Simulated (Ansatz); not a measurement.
**Ni2Si: strain energy, fitted**

Ni2Si, P6_3/mmc, a = 3.868 Å, c = 4.917 Å. The structure is a COD entry; whether it is the stable form wasn't checked. Ansatz: PBEsol, PAW, 420 eV, Γ-centred 12×12×8 mesh on 6 atoms, Gaussian smearing 0.10 eV; no spin polarisation. Series: equal strain along all axes, cell held, atoms fixed by symmetry; x is the strain in per cent. y is the free energy over the unstrained cell, V0 = 10.621 Å³/atom.

```tsv
x (%)	y (meV/atom)
-6.0	?
-4.0	126.33
-2.0	29.29
0.0	0.00
2.0	25.44
4.0	94.73
6.0	198.76
```

Q: Fit y = c2 x² + c3 x³ to the other rows, turn c2 into a modulus, and predict the missing energy.

A: Least squares on the rows shown. y = 6.9301 x² − 0.23663 x³. In eV per unit strain² c2 is 69.30; the stiffness is B for this strain (E = 9/2 B V0 ε², shape held): 2 × 69.30 × 160.2 / (9 × 10.621) = 232 GPa. At x = -6.0 the fit asked for gives 300.60 meV/atom. The run gave 306.70 meV/atom, so the fit is 6.10 meV/atom too low, 2 % of the span of the series, against an rms of 0.55 meV/atom on the fitted rows. The row lies outside the fitted range. With a term in x⁴ added, a fit to the same known rows predicts 305.43 meV/atom, so most of the miss is curvature that the known rows already hold.